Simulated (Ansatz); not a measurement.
Input:

```yaml
crystal:
  lattice:
    - [6.67891, 0.0, 0.0]
    - [0.0, 23.484601, 0.0]
    - [0.0, 0.0, 16.308695]
  atoms:
    - { symbol: Ta, position: [0.9383672, 0.75, 0.061317] }
    - { symbol: Ta, position: [0.8116188, 0.25, 0.2095015] }
    - { symbol: S, position: [0.811612, 0.3159495, 0.0912862] }
    - { symbol: S, position: [0.811612, 0.1840505, 0.0912862] }
    - { symbol: S, position: [0.9383741, 0.6840505, 0.1795323] }
    - { symbol: S, position: [0.9383741, 0.8159495, 0.1795323] }
    - { symbol: Ta, position: [0.4383672, 0.75, 0.061317] }
    - { symbol: Ta, position: [0.3116188, 0.25, 0.2095015] }
    - { symbol: S, position: [0.311612, 0.3159495, 0.0912862] }
    - { symbol: S, position: [0.311612, 0.1840505, 0.0912862] }
    - { symbol: S, position: [0.4383741, 0.6840505, 0.1795323] }
    - { symbol: S, position: [0.4383741, 0.8159495, 0.1795323] }
    - { symbol: Ta, position: [0.1883533, 0.75, 0.2386456] }
    - { symbol: Ta, position: [0.0616049, 0.25, 0.3868302] }
    - { symbol: S, position: [0.061598, 0.3159495, 0.2686149] }
    - { symbol: S, position: [0.061598, 0.1840505, 0.2686149] }
    - { symbol: S, position: [0.1883602, 0.6840505, 0.3568609] }
    - { symbol: S, position: [0.1883602, 0.8159495, 0.3568609] }
    - { symbol: Ta, position: [0.6883533, 0.75, 0.2386456] }
    - { symbol: Ta, position: [0.5616049, 0.25, 0.3868302] }
    - { symbol: S, position: [0.561598, 0.3159495, 0.2686149] }
    - { symbol: S, position: [0.561598, 0.1840505, 0.2686149] }
    - { symbol: S, position: [0.6883602, 0.6840505, 0.3568609] }
    - { symbol: S, position: [0.6883602, 0.8159495, 0.3568609] }
basis:
  ecutwfc: 420.0
kpoints:
  mp_grid: { grid: [1, 1, 1] }
hamiltonian:
  xc: pbe
  dispersion: d3bj
scf:
  occupations: { method: fermi_dirac, width: 0.05 }
  lower_state_search: "off"
relax:
  f_tol: 0.08
  max_steps: 25
  adjacent_minimum: "off"
  constraints: [{ sites: [0, 2, 3, 6, 8, 9] }]
```

Command:

```bash
$ ansatz run input.yaml --threads 4 --pin off --max-ram 10240MiB --backend cpu --events-out ev --progress --plain --runs-dir out
```

Hardware: 4 threads of Arm Neoverse V2, on a shared host.

Task: Roughly how long does this run take, and how much memory?

Result: 35 s, with a peak of 1.7 GiB, for 6 ionic steps.
